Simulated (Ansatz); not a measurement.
Geometry optimisation in Ansatz: input, command and trajectory.

```yaml
crystal:
  lattice:
    - [2.7471967063, 0.0, 0.0]
    - [-1.3735983532, 2.3791421369, 0.0]
    - [0.0, 0.0, 4.2709901427]
  atoms:
    - { symbol: Ru, position: [0.3333333333, 0.6666666667, 0.25] }
    - { symbol: Ru, position: [0.6666666667, 0.3333333333, 0.75] }
basis:
  ecutwfc: 420
kpoints:
  mp_grid: { grid: [24, 24, 12] }
hamiltonian:
  xc: pbe
scf:
  occupations: { method: gaussian, width: 0.1 }
output:
  forces: true
  stress: true
  eigenvalues: true
relax:
  adjacent_minimum: "off"
  f_tol: 0.008
  max_steps: 40
  cell: { stress_tol: 0.015, fix: [a, b, gamma] }
```

```bash
ansatz run input.yaml --threads 1 --pin off --max-ram 2560MiB --backend cpu --events-out ev --progress --plain --runs-dir out
```

Method: DFT PBE, scalar-relativistic, plane waves, PAW in Ansatz.

Of 4 frames 3 are shown, positions in Å and forces in eV/Å; the SCF threshold varies from step to step. Steps run on the plane waves of an earlier cell, with a Pulay correction in the pressure. The basis is chosen afresh for the last frame, the zero of the energies, and at times for earlier ones too; energy and pressure step there, also at an unchanged geometry.

```xyz
2
Lattice="2.7472 0.0000 0.0000 -1.3736 2.3791 0.0000 0.0000 0.0000 4.2710" Properties=species:S:1:pos:R:3:forces:R:3 pbc="T T T" step=1 free_energy_over_end_meV_per_atom=0.00 pressure_GPa=-3.90
Ru    0.0000    1.5861    1.0677    0.0000    0.0000    0.0000
Ru    1.3736    0.7930    3.2032    0.0000    0.0000    0.0000
2
Lattice="2.7472 0.0000 0.0000 -1.3736 2.3791 0.0000 0.0000 0.0000 4.2685" Properties=species:S:1:pos:R:3:forces:R:3 pbc="T T T" step=2 free_energy_over_end_meV_per_atom=0.00 pressure_GPa=-3.72
Ru    0.0000    1.5861    1.0671    0.0000    0.0000    0.0000
Ru    1.3736    0.7930    3.2013    0.0000    0.0000    0.0000
2
Lattice="2.7472 0.0000 0.0000 -1.3736 2.3791 0.0000 0.0000 0.0000 4.2696" Properties=species:S:1:pos:R:3:forces:R:3 pbc="T T T" step=4 free_energy_over_end_meV_per_atom=0.00 pressure_GPa=-3.80
Ru    0.0000    1.5861    1.0674    0.0000    0.0000    0.0000
Ru    1.3736    0.7930    3.2022    0.0000    0.0000    0.0000
```

It took 39 s on 1 thread of Arm Neoverse V2, on a shared host, peak memory 0.47 GiB.